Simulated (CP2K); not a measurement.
The system is ZnS (Wurtzite-4H).

```
CELL_PARAMETERS angstrom
3.82270 0.00000 0.00000
-1.91135 3.31056 0.00000
0.00000 0.00000 12.52000
ATOMIC_POSITIONS crystal
Zn 0.66667 0.33333 0.75000
Zn 0.33333 0.66667 0.25000
Zn 0.00000 0.00000 0.50000
Zn 0.00000 0.00000 0.00000
S 0.66667 0.33333 0.93750
S 0.33333 0.66667 0.43750
S 0.00000 0.00000 0.68750
S 0.00000 0.00000 0.18750
```

Program: CP2K 2026.2. Alike in all runs: task band structure; no spin polarisation; cell as given; k mesh 8 × 8 × 3. Hardware: 3 MPI ranks on Intel(R) Xeon(R) Platinum 8259CL CPU @ 2.50GHz (Skylake/Cascade Lake) (shared host).

Q: Order these runs on this cell by their wall time, lowest first.
A. level LDA; potentials or basis GTH_POTENTIALS Zn GTH-PADE-q12, S GTH-PADE-q6; TZVP-MOLOPT-PBE-GTH basis; smearing fermi-dirac 0.0259 eV; EPS_DEFAULT 1.0E-9; NGRIDS 4; points a segment of the path (NPOINTS) 8; bands added on the path 2; CUTOFF of the grids 450 Ry
B. level TB-mBJ; potentials or basis POTENTIAL_UZH Zn GTH-PBE-q12, S GTH-PBE-q6; TZVP-MOLOPT-PBE-GTH basis; smearing fermi-dirac 0.01 eV; EPS_DEFAULT 1.0E-10; NGRIDS 4; points a segment of the path (NPOINTS) 10; bands added on the path 4; CUTOFF of the grids 675 Ry
C. level r2SCAN; potentials or basis POTENTIAL_UZH Zn GTH-SCAN-q12, S GTH-SCAN-q6; TZVP-MOLOPT-SCAN-GTH basis; smearing fermi-dirac 0.0259 eV; EPS_DEFAULT 1.0E-9; NGRIDS 5; points a segment of the path (NPOINTS) 8; bands added on the path 4; CUTOFF of the grids 675 Ry

A: A (100 s), C (250 s), B (500 s).

Caveats: this is a model potential without an energy functional, so only levels have meaning (some runs).
